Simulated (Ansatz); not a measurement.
# Cu6O7: the cost of one run

Method: DFT PBE, scalar-relativistic, plane waves, PAW, in Ansatz 0.2.0.

2 further runs of the same task are left out: 2 set aside as unsound or not needed.

### Step 1. The starting structure

It takes space group Cccm (No. 66, orthorhombic). Conventional cell: a = 4.164 Å, b = 4.176 Å, c = 5.151 Å, α = 90.00°, β = 90.00°, γ = 90.00°. Around Cu (site symmetry 2/m) lie 4 O at 1.96 Å. O (site symmetry 222) has 4 Cu at 1.96 Å in its first shell of neighbours.

Structure file:

```cif
data_structure
_symmetry_space_group_name_H-M 'Cccm'
_symmetry_Int_Tables_number 66
_cell_length_a 4.1643
_cell_length_b 4.1759
_cell_length_c 5.1513
_cell_angle_alpha 90.000
_cell_angle_beta 90.000
_cell_angle_gamma 90.000
_cell_volume 89.58
loop_
_atom_site_label
_atom_site_type_symbol
_atom_site_symmetry_multiplicity
_atom_site_Wyckoff_symbol
_atom_site_fract_x
_atom_site_fract_y
_atom_site_fract_z
_atom_site_occupancy
Cu1 Cu 4 f 0.25000 0.25000 0.50000 1
O1 O 4 b 0.50000 0.00000 0.75000 1
```

It goes back to an entry of the Materials Project, which need not be the stable form.

It is the result of an earlier relaxation at this level (volume 11.20 Å³/atom; gap on the mesh: none (metal)).

Bulk energy on matching settings, from an earlier run: -3595.6419 eV/atom.

### Step 2. Cutting the (001) slab

Miller indices refer to the conventional cell of the relaxed bulk, Cccm (No. 66): a = 4.164 Å, b = 4.176 Å, c = 5.151 Å, α = 90.00°, β = 90.00°, γ = 90.00°.

The slab is a (001) slab, 15.5 Å thick as cut, with 15 Å of vacuum; its outer planes are O (top) and O (bottom).

The slab as cut. Its planes from the bottom up:

| plane | atoms per cell | height over the lowest (Å) |
| --- | --- | --- |
| 1 | O | 0.00 |
| 2 | Cu | 1.29 |
| 3 | O | 2.58 |
| 4 | Cu | 3.86 |
| 5 | O | 5.15 |
| 6 | Cu | 6.44 |
| 7 | O | 7.73 |
| 8 | Cu | 9.01 |
| 9 | O | 10.30 |
| 10 | Cu | 11.59 |
| 11 | O | 12.88 |
| 12 | Cu | 14.17 |
| 13 | O | 15.45 |

### Step 3. Single point on the unrelaxed (001) slab

A dipole layer in the vacuum cancels the field that periodic copies would set up if the slab's two faces differ.

Input file input.yaml:

```yaml
crystal:
  lattice:
    - [2.9487032672, 0.0, 0.0]
    - [-0.0081921896, 2.9486918873, 0.0]
    - [0.0, 0.0, 30.4537863302]
  atoms:
    - { symbol: O, position: [0.5, 0.5, 0.2462747955] }
    - { symbol: Cu, position: [0.5, 0.0, 0.2885623296] }
    - { symbol: O, position: [0.5, 0.5, 0.3308498637] }
    - { symbol: Cu, position: [0.0, 0.5, 0.3731373977] }
    - { symbol: O, position: [0.5, 0.5, 0.4154249318] }
    - { symbol: Cu, position: [0.5, 0.0, 0.4577124659] }
    - { symbol: O, position: [0.5, 0.5, 0.5] }
    - { symbol: Cu, position: [0.0, 0.5, 0.5422875341] }
    - { symbol: O, position: [0.5, 0.5, 0.5845750682] }
    - { symbol: Cu, position: [0.5, 0.0, 0.6268626023] }
    - { symbol: O, position: [0.5, 0.5, 0.6691501363] }
    - { symbol: Cu, position: [0.0, 0.5, 0.7114376704] }
    - { symbol: O, position: [0.5, 0.5, 0.7537252045] }
basis:
  ecutwfc: 420
kpoints:
  mp_grid: { grid: [12, 12, 1] }
hamiltonian:
  xc: pbe
scf:
  occupations: { method: gaussian, width: 0.1 }
output:
  forces: true
  stress: true
  eigenvalues: true
  write_density: true
  write_potential: true
  elf: true
  volumetric_format: npy
efield:
  axis: 3
  dipole_correction: true
  ramp_width: 0.04
```

On the command line:

```
$ ansatz run input.yaml --threads 2 --pin off --max-ram 5120MiB --backend cpu --events-out ev --progress --plain --runs-dir out
```

Q: Estimate wall time and peak memory on 2 threads of Intel Xeon at 2.60GHz (Ice Lake), shared host.

About 88 s, with a peak of 1.4 GiB.
